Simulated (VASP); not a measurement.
**A VASP 6.6.1 single-point calculation on KCl**

INCAR

```
ISIF = 2
SIGMA = 0.2
LASPH = .TRUE.
NBANDS = 15
ENCUT = 520
PREC = Accurate
GGA = PE
LCHARG = .FALSE.
LWAVE = .FALSE.
NSW = 0
EDIFF = 1E-7
IBRION = -1
LREAL = .FALSE.
NELM = 81
ISMEAR = 0
```

KPOINTS

```
KPOINTS created by Atomic Simulation Environment
0
Gamma
8 8 8
0 0 0
```

POSCAR

```
K  Cl
 1.0000000000000000
     3.5652625018999999    0.0000000000000000    0.0000000000000000
     0.0000000000000000    3.5652625018999999    0.0000000000000000
     0.0000000000000000    0.0000000000000000    3.8466665134000002
 K   Cl
   1   1
Cartesian
  0.0000000000000000  0.0000000000000000  0.0000000000000000
  1.7826312509499997  1.7826312509499997  1.9233332567000005
```

The recommended PBE PAW datasets give the neutral cell 16 valence electrons.

Command

```
mpirun -np 1 vasp_std
```

OSZICAR

```
N       E                     dE             d eps       ncg     rms          rms(c)
DAV:   1     0.104806179356E+03    0.10481E+03   -0.74453E+03  2250   0.992E+02
DAV:   2    -0.124927814894E+01   -0.10606E+03   -0.97824E+02  3018   0.250E+02
DAV:   3    -0.666576153075E+01   -0.54165E+01   -0.53860E+01  3107   0.496E+01
DAV:   4    -0.683347203039E+01   -0.16771E+00   -0.16766E+00  3304   0.811E+00
DAV:   5    -0.683478808175E+01   -0.13161E-02   -0.13160E-02  3217   0.811E-01    0.355E+00
DAV:   6    -0.657448400171E+01    0.26030E+00   -0.26974E-01  2768   0.335E+00    0.298E+00
DAV:   7    -0.654233757383E+01    0.32146E-01   -0.90429E-02  2929   0.209E+00    0.172E+00
DAV:   8    -0.654429743075E+01   -0.19599E-02   -0.16449E-02  3129   0.102E+00    0.208E-01
DAV:   9    -0.654427626820E+01    0.21163E-04   -0.62231E-04  3043   0.177E-01    0.948E-02
DAV:  10    -0.654447503153E+01   -0.19876E-03   -0.27898E-04  2509   0.135E-01    0.252E-02
DAV:  11    -0.654447305042E+01    0.19811E-05   -0.75149E-06  3238   0.202E-02    0.804E-03
DAV:  12    -0.654447268855E+01    0.36187E-06   -0.17066E-06  2593   0.109E-02    0.173E-03
DAV:  13    -0.654447271056E+01   -0.22010E-07   -0.58025E-08  2595   0.235E-03
   1 F= -.65444727E+01 E0= -.65444727E+01  d E =-.962437E-12
```

From OUTCAR

```
k-points           NKPTS =     75   k-points in BZ     NKDIM =     75   number of bands    NBANDS=     15

   NELECT =      16.0000    total number of electrons

   dimension x,y,z NGX =    28 NGY =   28 NGZ =   30
   dimension x,y,z NGXF=    56 NGYF=   56 NGZF=   60

  energy-cutoff  :      520.00
  volume of cell :       48.90
      direct lattice vectors                 reciprocal lattice vectors
     3.565262502  0.000000000  0.000000000     0.280484256  0.000000000  0.000000000
     0.000000000  3.565262502  0.000000000     0.000000000  0.280484256  0.000000000
     0.000000000  0.000000000  3.846666513     0.000000000  0.000000000  0.259965348

 k-points in reciprocal lattice and weights: KPOINTS created by Atomic Simulation Env
   0.00000000  0.00000000  0.00000000       0.002
   0.12500000  0.00000000  0.00000000       0.008
   0.25000000  0.00000000  0.00000000       0.008
   0.37500000  0.00000000  0.00000000       0.008
   0.50000000  0.00000000  0.00000000       0.004
   0.12500000  0.12500000  0.00000000       0.008
   0.25000000  0.12500000  0.00000000       0.016
   0.37500000  0.12500000  0.00000000       0.016
   ...

 E-fermi :   1.0307

 k-point     1 :       0.0000    0.0000    0.0000
  band No.  band energies     occupation
      1     -27.9168      2.00000
      2     -12.9023      2.00000
      3     -11.3023      2.00000
      4     -11.2392      2.00000
      5     -11.2392      2.00000
      6      -0.5452      2.00000
      7      -0.0916      2.00000
      8      -0.0916      2.00000
      9       5.3135      0.00000
     10       6.3181      0.00000
     11       6.5207      0.00000
     12      10.7999      0.00000
     13      10.7999      0.00000
     14      11.3573      0.00000
     15      13.6760      0.00000

 k-point     2 :       0.1250    0.0000    0.0000
  band No.  band energies     occupation
      1     -27.9101      2.00000
      2     -12.9260      2.00000
      3     -11.2919      2.00000
      4     -11.2328      2.00000
      5     -11.2309      2.00000
      6      -0.5540      2.00000
      7      -0.4982      2.00000
      8      -0.0897      2.00000
      9       5.6692      0.00000
     10       6.5562      0.00000
     11       6.9382      0.00000
     12      10.7117      0.00000
     13      10.8988      0.00000
     14      11.2254      0.00000
     15      13.4905      0.00000

 k-point     3 :       0.2500    0.0000    0.0000
  band No.  band energies     occupation
      1     -27.8939      2.00000
      2     -12.9915      2.00000
      3     -11.2668      2.00000
      4     -11.2108      2.00000
      5     -11.2017      2.00000
      6      -1.3059      2.00000
      7      -0.5764      2.00000
      8      -0.0860      2.00000
      9       6.4731      0.00000
     10       7.1086      0.00000
     11       8.0138      0.00000
     12      10.5871      0.00000
     13      10.9836      0.00000
     14      11.1654      0.00000
     15      12.2302      0.00000

 ...

  Total        1.5611984      1.5611984      0.3938819      0.0000000      0.0000000      0.0000000
  in kB       51.1565366     51.1565366     12.9065172      0.0000000      0.0000000      0.0000000
  external PRESSURE =      38.4065301 kB  Pullay stress =       0.0000000 kB

 POSITION                                       TOTAL-FORCE (eV/Angst)
 -----------------------------------------------------------------------------------
      0.00000      0.00000      0.00000         0.000000      0.000000      0.000000
      1.78263      1.78263      1.92333         0.000000      0.000000      0.000000
 -----------------------------------------------------------------------------------
    total drift:                               -0.000000      0.000000      0.000000

  FREE ENERGIE OF THE ION-ELECTRON SYSTEM (eV)
  ---------------------------------------------------
  free  energy   TOTEN  =        -6.5444727106 eV

  energy  without entropy=       -6.5444727106  energy(sigma->0) =       -6.54447271
```

It converged. Results: gap between bands v and c on the k mesh 5.19 eV; least direct gap on the k mesh 5.41 eV; pressure 3.8 GPa. Band v is the last that the valence electrons fill when counted band by band, and c is the next.

For comparison, a separate PBE run of the intended cell, on usual settings and not on those above, gives a gap of 5.19 eV on its mesh and a pressure of 3.8 GPa.

The run above took about 18 s on one core of a shared host (Intel Xeon 6975P-C) and held 0.19 GiB at most.
